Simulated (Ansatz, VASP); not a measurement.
This is a calculation of KCl for VASP 6.6.1.

File INCAR:

```
PREC = Accurate ; ENCUT = 520
EDIFF = 1E-7 ; ISMEAR = -1
SIGMA = 0.05 ; LREAL = False
LASPH = True ; NELM = 60
ALGO = Normal ; ISIF = 2
LWAVE = False ; LCHARG = False
GGA = PE ; NBANDS = 15
```

File KPOINTS:

```
regular mesh
0
Gamma
  7 7 7
```

File POSCAR:

```
KCl
1.0
    3.7873086124      0.0000000000      0.0000000000
    0.0000000000      3.7873086124      0.0000000000
    0.0000000000      0.0000000000      3.7873086124
K Cl
1 1
Direct
    0.0000000000      0.0000000000      0.0000000000
    0.5000000000      0.5000000000      0.5000000000
```

Potentials or basis: VASP PAW PBE potentials, release 64 (K_sv, Cl).

Launch:

```sh
$ cat potpaw_PBE.64/K_sv/POTCAR potpaw_PBE.64/Cl/POTCAR > POTCAR
$ mpirun -np 1 vasp_std > vasp.out
```

Problem. Translate it to Ansatz 0.2.0. Potentials there: Ansatz PAW.

Solution. As run (the cutoff follows the program's own potentials):

The input input.yaml:

```yaml
crystal:
  lattice:
    - [3.7873086124, 0.0, 0.0]
    - [0.0, 3.7873086124, 0.0]
    - [0.0, 0.0, 3.7873086124]
  atoms:
    - { symbol: K, position: [0.0, 0.0, 0.0] }
    - { symbol: Cl, position: [0.5, 0.5, 0.5] }
hamiltonian:
  xc: pbe
  pseudopotentials: { kind: paw }
kpoints:
  mp_grid: { grid: [7, 7, 7] }
scf:
  occupations: { method: fermi_dirac, width: 0.05 }
output:
  forces: true
  stress: true
  eigenvalues: true
```

Potentials or basis: Ansatz PAW.

Run with:

```sh
$ ansatz run input.yaml --threads 2 --pin off --max-ram 5120MiB --backend cpu --events-out ev --progress --plain --runs-dir out
```

Both were run:

|  | VASP | Ansatz | Ansatz less VASP |
| --- | --- | --- | --- |
| gap on the k mesh at the Fermi level (eV) | 4.99 | 5.00 | +0.001 |
| least direct gap on the mesh (eV) | 5.18 | 5.18 | +0.001 |
| pressure (GPa) | 0.8 | 0.8 | -0.02 |

Caveats: an odd mesh through Γ misses points on the zone boundary, where band edges often lie (VASP); odd divisions of the mesh miss points on the zone boundary, where band edges often lie, so the gap on the mesh can be too wide (Ansatz).
